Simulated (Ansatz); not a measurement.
**Si (P6_3/mmc): scan of the energy under strain**

What does a strain cost in Si (P6_3/mmc)? A script is to give a scan of the energy under strain; the system is Si (P6_3/mmc).

This is Si in the hcp structure; at room conditions it is diamond.

All numbers are computed with Ansatz 0.2.0 through its Python package. Level of theory: DFT PBEsol, plane waves, PAW.

**1. The system**

Symmetry: P6_3/mmc, No. 194, hexagonal system. The conventional cell has a = 2.444 Å, b = 2.444 Å, c = 4.152 Å, α = 90.00°, β = 90.00°, γ = 120.00°. Si (site symmetry -6m2) has 12 Si at 2.44 to 2.51 Å as nearest neighbours.

The script holds or builds the structure itself.

**2. The script**

File strain.py:

```python
"""A biaxial strain scan of Si."""

import ansatz as az
import numpy as np

vectors0 = np.array([
    [2.444, 0.0, 0.0],
    [-1.222, 2.116566, 0.0],
    [0.0, 0.0, 4.152],
])
sites = [
    ("Si", (1 / 3, 2 / 3, 0.25)),
    ("Si", (2 / 3, 1 / 3, 0.75)),
]


def on_lattice(cell):
    crystal = az.Crystal(lattice=az.Lattice.of(cell))
    for symbol, position in sites:
        crystal = crystal.atom(symbol, position)
    return crystal


def main() -> None:
    # clamped ions: the fractional positions stay as typed
    values = np.linspace(-0.05, 0.05, 5)
    energies = []
    for d in values:
        strain = np.diag([d, d, 0])
        cell = vectors0 @ (np.eye(3) + strain)
        model = (
            on_lattice(cell).calculation()
            .functional(az.Functional.PBESOL)
            .pseudopotentials("paw")
            .occupations("Marzari-Vanderbilt", width=0.1)
            .basis(520)
            .kpoints(11, 11, 6)
            .stress()
        )
        summary = model.run(threads=1, backend="cpu").report
        energies.append(summary["free_energy_ev"] / len(sites))
        s = summary["stress_gpa"]
        print(f"d = {d:+.4f}  stress xx yy zz xy (GPa): {s[0][0]:8.3f} {s[1][1]:8.3f} {s[2][2]:8.3f} {s[0][1]:8.3f}")
    energies = np.array(energies)

    for value, e in zip(values, energies):
        print(f"strain {value:7.3f}   E - Emin = {1000 * (e - energies.min()):9.3f} meV/atom")
    curvature = 2 * np.polyfit(values, energies, 3)[1]
    volume = abs(np.linalg.det(vectors0)) / len(sites)
    print(f"d2E/dd2 over the volume: {curvature / volume * 160.21766:.1f} GPa")


if __name__ == "__main__":
    main()
```

**3. The input behind the calls**

The package turns the script's settings into the engine's input (first run):

```yaml
crystal:
  lattice:
    - [2.3217999999999996, 0.0, 0.0]
    - [-1.1608999999999998, 2.0107377, 0.0]
    - [0.0, 0.0, 4.152]
  atoms:
    - { symbol: Si, position: [0.3333333333333333, 0.6666666666666666, 0.25] }
    - { symbol: Si, position: [0.6666666666666666, 0.3333333333333333, 0.75] }
basis:
  ecutwfc: 520.0
kpoints:
  mp_grid:
    grid: [11, 11, 6]
hamiltonian:
  xc: pbesol
  pseudopotentials:
    kind: paw
scf:
  occupations:
    method: cold
    width: 0.1
output:
  stress: true
```

**4. The run**

Started as:

```bash
python strain.py
```

**Question.** How much energy does this biaxial strain cost, and what curvature follows?

As calculated:

| quantity | value |
| --- | --- |
| curvature under the strain | 1288.1 GPa |
| runs compared | 5 |
| range of energy | 665.13 meV/atom |
| lowest point, strain | 0.050 |

In words: Against the unstrained cell the energy per atom changes by +440.34 meV at one end of the scan and -224.79 meV at the other, and its second derivative over the volume is 1288.1 GPa. The minimum lies outside the range, as the cell stands under stress. The mesh is modest for a metal, so energies can be off by several to tens of meV an atom and pressures by half a GPa or more; differences at equal mesh fare better. The curvature belongs to this strain pattern and to the cell's stress; it equals a single elastic constant only for simple patterns. In a metal a curvature from energy changes of a few meV or less hangs on mesh and smearing, in size and even in sign. At these settings the cell as given stands under about 45 GPa, so it isn't at this functional's equilibrium volume. This isn't the structure that Si takes at ambient conditions. The ions keep their fractional positions (clamped ions).
